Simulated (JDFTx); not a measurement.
Crystal: Ag.

```
Ag
1.0
     0.00000    2.04275    2.04275
     2.04275    0.00000    2.04275
     2.04275    2.04275    0.00000
Ag
1
Cartesian
  0.0000 0.0000 0.0000
```

```yaml
Program: JDFTx 1.7.0 (patched build)
Task: relaxation of cell and atoms
Functional: RPBE
Potentials_or_basis: SG15-PBE-1.2 with smoothed tails
Cutoff: 1088 eV
Density_cutoff: 4354 eV
k_mesh: 6 × 6 × 6
Occupations: fermi-dirac, width 0.05 eV
Spin: no spin polarisation
```

At the start: pressure 9.9 GPa; volume 17.05 Å³/atom.

Task: How do energy, volume and symmetry change on relaxing?

Result: Over 7 steps the energy falls by 54.3 meV/atom and the volume is 19.08 Å³/atom (+11.9 %); space group Fm-3m (No. 225, to 0.05 Å).

The path:
| step | energy change (eV) | largest force (eV/Å) | pressure (GPa) | volume (Å³) |
| --- | --- | --- | --- | --- |
| 1 | 0.0000 | 0.0000 | 9.92 | 17.05 |
| 2 | -0.0142 | 0.0000 | 8.15 | 17.30 |
| 3 | -0.0513 | 0.0000 | 1.83 | 18.57 |
| 4 | -0.0541 | 0.0000 | 0.44 | 18.95 |
| 5 | -0.0543 | 0.0000 | 0.06 | 19.06 |
| 6 | -0.0543 | 0.0000 | 0.01 | 19.08 |
| 7 | -0.0543 | 0.0000 | 0.00 | 19.08 |

Final structure:
```yaml
crystal:
  lattice:
    - [0.00000, 2.12095, 2.12095]
    - [2.12095, 0.00000, 2.12095]
    - [2.12095, 2.12095, 0.00000]
  atoms:
    - { symbol: Ag, position: [0.00000, 0.00000, 0.00000] }
```

Caveat: the k mesh is coarse (spacing up to 0.44 Å⁻¹), so the values aren't converged; the plane waves are those of the starting cell, so after so large a change of volume the result is rough; the potentials were made for another functional, which shifts forces and pressure.
